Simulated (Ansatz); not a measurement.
Relaxing indium (bcc)

Method: Ansatz 0.2.0, DFT, PBE, plane waves (420 eV) with PAW, scalar-relativistic.

k-point mesh 12×12×12, Fermi-Dirac smearing 0.1 eV, no spin polarisation. Cell and atoms relax.

Starting structure:

```yaml
crystal:
  lattice:
    - [-1.8696844469, 1.8696844469, 1.8696844469]
    - [1.8696844469, -1.8696844469, 1.8696844469]
    - [1.8696844469, 1.8696844469, -1.8696844469]
  atoms:
    - { symbol: In, position: [0.0, 0.0, 0.0] }
hamiltonian:
  xc: pbe
  pseudopotentials:
    kind: paw
    azcp:
      In: "pseudopotentials/In.paw.azcp"
basis:
  ecutwfc: 420
  fft_grid_basis: typed
kpoints:
  mp_grid: { grid: [12, 12, 12], shift: [0, 0, 0] }
magnetization:
  spin_polarized: false
scf:
  occupations: { method: fermi_dirac, width: 0.1 }
relax:
  max_steps: 60
  f_tol: 0.01
  cell: {}
```

What cell does the relaxation end in?

Im-3m with a = 3.817 Å; 27.80 Å³ per atom against 26.14 at the start (6.3 %).

How much energy does the relaxation gain?

12.3 meV per atom.

Path of the relaxation (the plane waves are chosen anew near the end, which can shift the energy a little):

```tsv
step	E − E(final) (meV/atom)	V (Å³/atom)	P (GPa)	max force (eV/Å)
0	12.32	26.144	2.51	0.000
1	0.61	27.569	0.33	0.000
2	0.41	27.798	0.04	0.000
3	0.00	27.798	0.03	0.000
```
